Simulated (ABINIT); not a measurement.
Ge, 2 atoms in the cell. The structure is cubic, space group Fd-3m (No. 227). The conventional cell has a = 5.658 Å, b = 5.658 Å, c = 5.658 Å, α = 90.00°, β = 90.00°, γ = 90.00°. Ge (site symmetry -43m) is surrounded by 4 Ge at 2.45 Å. 

* Program: ABINIT 10.8.3 (patched build)
* Task: band structure
* Functional: OLYP
* Potentials or basis: JTH PAW PBE v2.0
* Cutoff: 544 eV
* k mesh: 8 × 8 × 8
* Occupations: fermi-dirac, width 0.05 eV
* Spin: no spin polarisation
* Fine-grid cutoff: 1088.46 eV
* Exchange and correlation inside the PAW spheres: full angular mesh (pawxcdev 0, this build's default; the released program takes 1)

Potentials or basis: JTH PAW PBE v2.0.

Launch:

```console
$ abinit run.abi > log 2>&1
```

Hardware: 1 thread of Arm Neoverse V2, with other jobs on the host.

Problem. Estimate the wall time of this run.

Solution. Run time: 99 s on 1 thread of Arm Neoverse V2, on a shared host, peak memory 0.17 GiB. Counts: scf iterations 12, k points 29, bands 18, plane waves 1323.
